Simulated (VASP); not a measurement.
# BAs (F-43m) in VASP: notebook, part 2 of 2

VASP 6.6.1. Earlier steps stand in the parts before.

## (4) Single point, PBE (a relaxed cell with its volume scaled by 0.94)

Input file INCAR:

```
  PREC = Accurate
  ENCUT = 520
  EDIFF = 1E-7
  ISMEAR = 0
  SIGMA = 1.0
  LREAL = F
  LASPH = T
  NELM = 80
  ALGO = Normal
  ISIF = 2
  LWAVE = F
  LCHARG = F
  GGA = PE
  NBANDS = 11
```

Input file KPOINTS:

```
regular mesh
0
Gamma
  12 12 12
```

Input file POSCAR:

```
BAs                                     
1.0
    0.0000000000      2.3590123948      2.3590123948
    2.3590123948      0.0000000000      2.3590123948
    2.3590123948      2.3590123948      0.0000000000
  B               As            
     1     1
Direct
     0.0000000000000000    0.0000000000000000    0.0000000000000000
     0.2500000000000000    0.2500000000000000    0.2500000000000000
```

Potentials or basis: VASP PAW PBE potentials, release 64 (B, As).

On the command line:

```console
$ cat potpaw_PBE.64/B/POTCAR potpaw_PBE.64/As/POTCAR > POTCAR
$ mpirun -np 1 vasp_std > vasp.out
```

OUTCAR:

```text
PREC = Accurate
   ENCUT = 520
   EDIFF = 1E-7
   ISMEAR = 0
   LREAL = F
   LASPH = T
   NELM = 80
   ISIF = 2
   GGA = PE

 ion  position               nearest neighbor table
   1  0.000  0.000  0.000-   2 2.04   2 2.04   2 2.04   2 2.04
   2  0.250  0.250  0.250-   1 2.04   1 2.04   1 2.04   1 2.04

  LATTYP: Found a face centered cubic cell.
 ALAT       =     4.7180247896

  Lattice vectors:

 A1 = (   0.0000000000,   2.3590123948,   2.3590123948)
 A2 = (   2.3590123948,   0.0000000000,   2.3590123948)
 A3 = (   2.3590123948,   2.3590123948,   0.0000000000)

Analysis of symmetry for initial positions (statically):
=====================================================================
 Subroutine PRICEL returns:
 Original cell was already a primitive cell.

 Routine SETGRP: Setting up the symmetry group for a
 face centered cubic supercell.

 Subroutine GETGRP returns: Found 24 space group operations
 (whereof 24 operations were pure point group operations)
 out of a pool of 48 trial point group operations.

The static configuration has the point symmetry T_d .

Analysis of symmetry for dynamics (positions and initial velocities):
[... 167 lines left out ...]

 k-point     1 :       0.0000    0.0000    0.0000
  band No.  band energies     occupation
      1      -9.2089      2.00000
      2       6.5360      1.50819
      3       6.5360      1.50819
      4       6.5360      1.50819
      5       9.8638      0.00006
      6       9.8638      0.00006
      7       9.8638      0.00006
      8      11.7016      0.00000
      9      16.3059      0.00000
     10      19.6440      0.00000
     11      19.6440      0.00000
[... 309 lines left out ...]
 k-point    24 :      -0.4167    0.1667    0.0000
  band No.  band energies     occupation
      1      -5.8919      2.00000
      2      -2.1122      2.00000
      3       2.4617      2.00000
      4       4.1057      1.99996
      5       9.8444      0.00007
      6      12.2443      0.00000
      7      12.6780      0.00000
      8      15.9643      0.00000
      9      18.3244      0.00000
     10      19.6317      0.00000
     11      21.2913      0.00000

 [... further k-points ...]
[... 5 lines left out ...]
  --------------------------------------------------------------------------------------
  -------------------------------------------------------------------------------------
  Total        1.5194240      1.5194240      1.5194240     -0.0000000      0.0000000     -0.0000000
  in kB       92.7190356     92.7190356     92.7190356     -0.0000000      0.0000000     -0.0000000
  external PRESSURE =      92.7190356 kB  Pullay stress =       0.0000000 kB

 VOLUME and BASIS-vectors are now :
 -----------------------------------------------------------------------------
  energy-cutoff  :      520.00
  volume of cell :       26.26
      direct lattice vectors                 reciprocal lattice vectors
     0.000000000  2.359012395  2.359012395    -0.211953104  0.211953104  0.211953104
     2.359012395  0.000000000  2.359012395     0.211953104 -0.211953104  0.211953104
     2.359012395  2.359012395  0.000000000     0.211953104  0.211953104 -0.211953104

 POSITION                                       TOTAL-FORCE (eV/Angst)
 -----------------------------------------------------------------------------------
      0.00000      0.00000      0.00000        -0.000000     -0.000000     -0.000000
      1.17951      1.17951      1.17951         0.000000      0.000000      0.000000
 -----------------------------------------------------------------------------------
    total drift:                               -0.000000     -0.000000     -0.000000

  FREE ENERGIE OF THE ION-ELECTRON SYSTEM (eV)
  ---------------------------------------------------
  free  energy   TOTEN  =       -11.3756563853 eV

  energy  without entropy=      -11.3389659469  energy(sigma->0) =      -11.35731117
```

OSZICAR:

```text
N       E                     dE             d eps       ncg     rms          rms(c)
DAV:   1     0.124550667015E+02    0.12455E+02   -0.38320E+03  1584   0.644E+02
DAV:   2    -0.113937592231E+02   -0.23849E+02   -0.22943E+02  2069   0.107E+02
DAV:   3    -0.120833902844E+02   -0.68963E+00   -0.68831E+00  1994   0.168E+01
DAV:   4    -0.120850776251E+02   -0.16873E-02   -0.16872E-02  1743   0.951E-01
DAV:   5    -0.120850800406E+02   -0.24155E-05   -0.24153E-05  1886   0.385E-02    0.520E+00
DAV:   6    -0.114502420229E+02    0.63484E+00   -0.16838E+00  1695   0.540E+00    0.252E+00
DAV:   7    -0.113823889808E+02    0.67853E-01   -0.22172E-01  1836   0.230E+00    0.101E+00
DAV:   8    -0.113752195558E+02    0.71694E-02   -0.20251E-02  1791   0.821E-01    0.102E-01
DAV:   9    -0.113755082613E+02   -0.28871E-03   -0.70990E-04  1842   0.159E-01    0.618E-02
DAV:  10    -0.113756510086E+02   -0.14275E-03   -0.17839E-04  1695   0.816E-02    0.127E-02
DAV:  11    -0.113756563834E+02   -0.53747E-05   -0.48253E-06  1924   0.149E-02    0.115E-02
DAV:  12    -0.113756563222E+02    0.61110E-07   -0.25220E-06  1677   0.866E-03    0.388E-03
DAV:  13    -0.113756563853E+02   -0.63064E-07   -0.86206E-08  1632   0.188E-03
   1 F= -.11375656E+02 E0= -.11357311E+02  d E =-.366904E-01
```

stdout:

```text
POSCAR found type information on POSCAR B As
 POSCAR found :  2 types and       2 ions
 scaLAPACK will be used
 LDA part: xc-table for (Slater+PW92), standard interpolation
 POSCAR, INCAR and KPOINTS ok, starting setup
 FFT: planning ... GRIDC
 FFT: planning ... GRID_SOFT
 FFT: planning ... GRID
 WAVECAR not read
 entering main loop
```

Run time: 18 s. Hardware: 1 thread of Intel Xeon Platinum 8488C (Sapphire Rapids), shared host; peak memory 0.16 GiB.

Results:

* Free energy: -11.3757 eV
* Pressure: 9.3 GPa
* Band gap on the k mesh: 1.15 eV, indirect (least direct gap 3.33 eV)

Levels at points of the mesh, in eV from the valence-band top:
```
           k point  band 1  band 2  band 3  band 4  band 5  band 6  band 7  band 8  band 9
(0.00, 0.00, 0.00)  -15.74    0.00    0.00    0.00    3.33    3.33    3.33    5.17    9.77
(0.50, 0.00, 0.00)  -12.74   -9.07   -1.89   -1.89    2.92    4.83    4.83    8.94   12.99
(0.50, 0.50, 0.00)  -11.36   -8.74   -4.24   -4.24    1.38    1.41   11.73   11.73   13.20
```

## (5) Single point, PBE (a relaxed cell with its volume scaled by 1.06)

INCAR is that of step 4.

KPOINTS is that of step 4.

Input file POSCAR:

```
BAs                                     
1.0
    0.0000000000      2.4554036287      2.4554036287
    2.4554036287      0.0000000000      2.4554036287
    2.4554036287      2.4554036287      0.0000000000
  B               As            
     1     1
Direct
     0.0000000000000000    0.0000000000000000    0.0000000000000000
     0.2500000000000000    0.2500000000000000    0.2500000000000000
```

On the command line:

```console
$ cat potpaw_PBE.64/B/POTCAR potpaw_PBE.64/As/POTCAR > POTCAR
$ mpirun -np 1 vasp_std > vasp.out
```

It took 18 s on 1 thread of Intel Xeon Platinum 8488C (Sapphire Rapids), shared host; peak memory 0.16 GiB.

It converged, with:

- Free energy: -11.3850 eV
- Pressure: -6.8 GPa
- Band gap on the k mesh: 1.27 eV, indirect (least direct gap 3.18 eV)

Levels at points of the mesh, in eV from the valence-band top:
```
           k point  band 1  band 2  band 3  band 4  band 5  band 6  band 7  band 8  band 9
(0.00, 0.00, 0.00)  -14.67    0.00    0.00    0.00    3.18    3.18    3.18    3.66    9.20
(0.50, 0.00, 0.00)  -12.09   -8.20   -1.68   -1.68    2.23    4.68    4.68    8.68   12.13
(0.50, 0.50, 0.00)  -10.91   -8.08   -3.74   -3.74    1.52    1.53   10.59   10.59   12.15
```

A k mesh can miss the band edges.

## (6) Single point, PBE (a relaxed cell with its volume scaled by 0.91)

INCAR is that of step 5.

KPOINTS is that of step 5.

Input file POSCAR:

```
BAs                                     
1.0
    0.0000000000      2.3336447041      2.3336447041
    2.3336447041      0.0000000000      2.3336447041
    2.3336447041      2.3336447041      0.0000000000
  B               As            
     1     1
Direct
     0.0000000000000000    0.0000000000000000    0.0000000000000000
     0.2500000000000000    0.2500000000000000    0.2500000000000000
```

Potentials or basis: VASP PAW PBE potentials, release 64 (B, As).

On the command line:

```console
$ cat potpaw_PBE.64/B/POTCAR potpaw_PBE.64/As/POTCAR > POTCAR
$ mpirun -np 1 vasp_std > vasp.out
```

OUTCAR:

```text
PREC = Accurate
   ENCUT = 520
   EDIFF = 1E-7
   ISMEAR = 0
   LREAL = F
   LASPH = T
   NELM = 80
   ISIF = 2
   GGA = PE

 ion  position               nearest neighbor table
   1  0.000  0.000  0.000-   2 2.02   2 2.02   2 2.02   2 2.02
   2  0.250  0.250  0.250-   1 2.02   1 2.02   1 2.02   1 2.02

  LATTYP: Found a face centered cubic cell.
 ALAT       =     4.6672894082

  Lattice vectors:

 A1 = (   0.0000000000,   2.3336447041,   2.3336447041)
 A2 = (   2.3336447041,   0.0000000000,   2.3336447041)
 A3 = (   2.3336447041,   2.3336447041,   0.0000000000)

Analysis of symmetry for initial positions (statically):
=====================================================================
 Subroutine PRICEL returns:
 Original cell was already a primitive cell.

 Routine SETGRP: Setting up the symmetry group for a
 face centered cubic supercell.

 Subroutine GETGRP returns: Found 24 space group operations
 (whereof 24 operations were pure point group operations)
 out of a pool of 48 trial point group operations.

The static configuration has the point symmetry T_d .

Analysis of symmetry for dynamics (positions and initial velocities):
=====================================================================
 Subroutine PRICEL returns:
 Original cell was already a primitive cell.

 Routine SETGRP: Setting up the symmetry group for a
 face centered cubic supercell.

 Subroutine GETGRP returns: Found 24 space group operations
 (whereof 24 operations were pure point group operations)
 out of a pool of 48 trial point group operations.

The dynamic configuration has the point symmetry T_d .

 Subroutine INISYM returns: Found 24 space group operations
 (whereof 24 operations are pure point group operations),
 and found     1 'primitive' translations

----------------------------------------------------------------------------------------

                                     Primitive cell

  volume of cell :      25.4176

  direct lattice vectors                    reciprocal lattice vectors
     0.000000000  2.333644704  2.333644704    -0.214257123  0.214257123  0.214257123
     2.333644704  0.000000000  2.333644704     0.214257123 -0.214257123  0.214257123
     2.333644704  2.333644704  0.000000000     0.214257123  0.214257123 -0.214257123

  length of vectors
     3.300271990  3.300271990  3.300271990     0.371104223  0.371104223  0.371104223

  position of ions in fractional coordinates (direct lattice)
     0.000000000  0.000000000  0.000000000
     0.250000000  0.250000000  0.250000000

  ion indices of the primitive-cell ions
   primitive index   ion index
                 1           1
                 2           2

----------------------------------------------------------------------------------------

 KPOINTS: regular mesh

Automatic generation of k-mesh.
 Grid dimensions read from file:
 generate k-points for:   12   12   12

 Generating k-lattice:

  Cartesian coordinates                     Fractional coordinates (reciprocal lattice)
    -0.017854760  0.017854760  0.017854760     0.083333333  0.000000000  0.000000000
     0.017854760 -0.017854760  0.017854760     0.000000000  0.083333333  0.000000000
     0.017854760  0.017854760 -0.017854760     0.000000000  0.000000000  0.083333333

  Length of vectors
     0.030925352  0.030925352  0.030925352

  Shift w.r.t. Gamma in fractional coordinates (k-lattice)
     0.000000000  0.000000000  0.000000000

 Subroutine IBZKPT returns following result:
 ===========================================

 Found     72 irreducible k-points:

 Following reciprocal coordinates:
            Coordinates               Weight
  0.000000  0.000000  0.000000      1.000000
  0.083333  0.000000  0.000000      8.000000
  0.166667  0.000000  0.000000      8.000000
  0.250000  0.000000  0.000000      8.000000
  0.333333  0.000000  0.000000      8.000000
  0.416667  0.000000  0.000000      8.000000
[... 16 lines left out ...]
  0.500000  0.166667  0.000000     24.000000
 -0.416667  0.166667  0.000000     24.000000
 [... further k-points ...]
   k-points           NKPTS =     72   k-points in BZ     NKDIM =     72   number of bands    NBANDS=     11
   number of dos      NEDOS =    301   number of ions     NIONS =      2
   total plane-waves  NPLWV =  21952
   dimension x,y,z NGX =    28 NGY =   28 NGZ =   28
   dimension x,y,z NGXF=    56 NGYF=   56 NGZF=   56
   ions per type =               1   1
   NGX,Y,Z   is equivalent  to a cutoff of  14.10, 14.10, 14.10 a.u.
   NGXF,Y,Z  is equivalent  to a cutoff of  28.21, 28.21, 28.21 a.u.
 SYSTEM =  unknown system
   PREC   = accura    normal or accurate (medium, high low for compatibility)
   ISTART =      0    job   : 0-new  1-cont  2-samecut
   ICHARG =      2    charge: 1-file 2-atom 10-const
   ISPIN  =      1    spin polarized calculation?
   LNONCOLLINEAR =      F non collinear calculations
   LSORBIT =      F    spin-orbit coupling
   LASPH  =      T    aspherical Exc in radial PAW
   ENCUT  =  520.0 eV  38.22 Ry    6.18 a.u.   6.14  6.14  6.14*2*pi/ulx,y,z
   NELM   =     80;   NELMIN=  2; NELMDL= -5     # of ELM steps
   EDIFF  = 0.1E-06   stopping-criterion for ELM
   LREAL  =      F    real-space projection
   EDIFFG = 0.1E-05   stopping-criterion for IOM
   NSW    =      0    number of steps for IOM
   IBRION =     -1    ionic relax: 0-MD 1-quasi-New 2-CG
   NFREE  =      0    steps in history (QN), initial steepest desc. (CG)
   ISIF   =      2    stress and relaxation
   ISYM   =      2    0-nonsym 1-usesym 2-fastsym
   POTIM  = 0.5000    time-step for ionic-motion
   TEBEG  =    0.0;   TEEND  =   0.0 temperature during run
   PSTRESS=    0.0 pullay stress
   NELECT =       8.0000    total number of electrons
   NUPDOWN=      -1.0000    fix difference up-down
   EMIN   =  10.00;   EMAX   =-10.00  energy-range for DOS
   EFERMI =   0.00;   METHOD = LEGACY
   ISMEAR =     0;   SIGMA  =   1.00  broadening in eV -4-tet -1-fermi 0-gaus
   EFERMI_NEDOS =   21; number of points for ismear=-14 and -15
   IALGO  =     38    algorithm
   IMIX   =      4    mixing-type and parameters
     AMIX     =   0.40;   BMIX     =  1.00
     AMIX_MAG =   1.60;   BMIX_MAG =  1.00
  volume/ion in A,a.u.               =      12.71        85.76
  Fermi-wavevector in a.u.,A,eV,Ry     =   1.113594  2.104387 16.872461  1.240091
  Thomas-Fermi vector in A             =   2.250180
   LORBIT       =      0    0 simple, 1 ext, 2 COOP (PROOUT), +10 PAW based schemes
   GGA     = PE    functional components
   LHFCALC =     F    Hartree Fock is set to
   AEXX    =    0.0000 exact exchange contribution
   IVDW    =     0    specifies the selected vdW correction
   LEPSILON=     F    determine dielectric tensor
   LRPA    =     F    only Hartree local field effects (RPA)
 non-spin polarized calculation
 Gauss-broadening in eV      SIGMA  =   1.00
  energy-cutoff  :      520.00
  volume of cell :       25.42
 maximum number of plane-waves:       701
 NGX is ok and might be reduce to    28
   NGX = 13   NGY = 13   NGZ = 13

 number of electron       8.0000000 magnetization

 Free energy of the ion-electron system (eV)
  ---------------------------------------------------
  ext. energy  EPLUGINS =         0.00000000
  ---------------------------------------------------
  free energy    TOTEN  =       -11.31211990 eV

  energy without entropy =      -11.27553750  energy(sigma->0) =      -11.29382870

 E-fermi :   7.3767     XC(G=0): -10.8931

 val. band max:        6.9102189519   @ k =   0.0000   0.0000   0.0000
 cond. band min:       8.0196137350   @ k =   0.4167   0.4167   0.0000
 fundamental gap:      1.1093947831
 Fermi energy:         7.3767486933

 k-point     1 :       0.0000    0.0000    0.0000
  band No.  band energies     occupation
      1      -9.1448      2.00000
      2       6.9102      1.49060
      3       6.9102      1.49060
      4       6.9102      1.49060
      5      10.2821      0.00004
      6      10.2821      0.00004
      7      10.2821      0.00004
      8      12.5001      0.00000
      9      16.8504      0.00000
     10      20.1544      0.00000
     11      20.1544      0.00000
[... 309 lines left out ...]
 k-point    24 :      -0.4167    0.1667    0.0000
  band No.  band energies     occupation
      1      -5.6953      2.00000
      2      -1.9658      2.00000
      3       2.7290      2.00000
      4       4.4009      1.99997
      5      10.2719      0.00004
      6      12.7728      0.00000
      7      13.1368      0.00000
      8      16.5208      0.00000
      9      18.8976      0.00000
     10      20.1797      0.00000
     11      21.9002      0.00000

 [... further k-points ...]
[... 5 lines left out ...]
  --------------------------------------------------------------------------------------
  -------------------------------------------------------------------------------------
  Total        2.3958390      2.3958390      2.3958390      0.0000000     -0.0000000      0.0000000
  in kB      151.0198426    151.0198426    151.0198426      0.0000000     -0.0000000      0.0000000
  external PRESSURE =     151.0198426 kB  Pullay stress =       0.0000000 kB

 VOLUME and BASIS-vectors are now :
 -----------------------------------------------------------------------------
  energy-cutoff  :      520.00
  volume of cell :       25.42
      direct lattice vectors                 reciprocal lattice vectors
     0.000000000  2.333644704  2.333644704    -0.214257123  0.214257123  0.214257123
     2.333644704  0.000000000  2.333644704     0.214257123 -0.214257123  0.214257123
     2.333644704  2.333644704  0.000000000     0.214257123  0.214257123 -0.214257123

 POSITION                                       TOTAL-FORCE (eV/Angst)
 -----------------------------------------------------------------------------------
      0.00000      0.00000      0.00000        -0.000000     -0.000000      0.000000
      1.16682      1.16682      1.16682         0.000000      0.000000     -0.000000
 -----------------------------------------------------------------------------------
    total drift:                               -0.000000     -0.000000     -0.000000

  FREE ENERGIE OF THE ION-ELECTRON SYSTEM (eV)
  ---------------------------------------------------
  free  energy   TOTEN  =       -11.3121198958 eV

  energy  without entropy=      -11.2755375050  energy(sigma->0) =      -11.29382870
```

OSZICAR:

```text
N       E                     dE             d eps       ncg     rms          rms(c)
DAV:   1     0.122143295786E+02    0.12214E+02   -0.38951E+03  1584   0.649E+02
DAV:   2    -0.113748062397E+02   -0.23589E+02   -0.22401E+02  2123   0.108E+02
DAV:   3    -0.120893510483E+02   -0.71454E+00   -0.71201E+00  1999   0.169E+01
DAV:   4    -0.120910778724E+02   -0.17268E-02   -0.17267E-02  1754   0.926E-01
DAV:   5    -0.120910801454E+02   -0.22730E-05   -0.22724E-05  1900   0.364E-02    0.544E+00
DAV:   6    -0.113961851248E+02    0.69490E+00   -0.17834E+00  1695   0.566E+00    0.264E+00
DAV:   7    -0.113192882741E+02    0.76897E-01   -0.25050E-01  1842   0.244E+00    0.104E+00
DAV:   8    -0.113116844348E+02    0.76038E-02   -0.20836E-02  1785   0.842E-01    0.105E-01
DAV:   9    -0.113119757936E+02   -0.29136E-03   -0.69196E-04  1869   0.160E-01    0.653E-02
DAV:  10    -0.113121149653E+02   -0.13917E-03   -0.17467E-04  1704   0.811E-02    0.131E-02
DAV:  11    -0.113121200467E+02   -0.50814E-05   -0.45746E-06  1925   0.146E-02    0.122E-02
DAV:  12    -0.113121198274E+02    0.21931E-06   -0.23518E-06  1713   0.839E-03    0.413E-03
DAV:  13    -0.113121198958E+02   -0.68431E-07   -0.84892E-08  1623   0.185E-03
   1 F= -.11312120E+02 E0= -.11293829E+02  d E =-.365824E-01
```

Run time: 19 s. Hardware: 1 thread of Intel Xeon Platinum 8488C (Sapphire Rapids), shared host; peak memory 0.16 GiB.

What came out:

```
Free energy            : -11.3121 eV
Pressure               : 15.1 GPa
Band gap on the k mesh : 1.11 eV, indirect (least direct gap 3.37 eV)
```

## (7) Overview

| cell | gap on the mesh (eV) | pressure (GPa) |
| --- | --- | --- |
| a relaxed cell with its volume scaled by 0.97 | 1.18 | 4.3 |
| a relaxed cell with its volume scaled by 1.03 | 1.24 | -3.7 |
| a relaxed cell with its volume scaled by 0.94 | 1.15 | 9.3 |
| a relaxed cell with its volume scaled by 1.06 | 1.27 | -6.8 |
| a relaxed cell with its volume scaled by 0.91 | 1.11 | 15.1 |

Alike in all rows: task single point; level PBE; potentials or basis VASP PAW PBE potentials, release 64 (B, As); no spin polarisation; k mesh 12 × 12 × 12; cutoff (eV) 520; smearing gaussian 1 eV.

Total energies depend on the potentials used, so only differences within one code and one set of settings carry meaning.
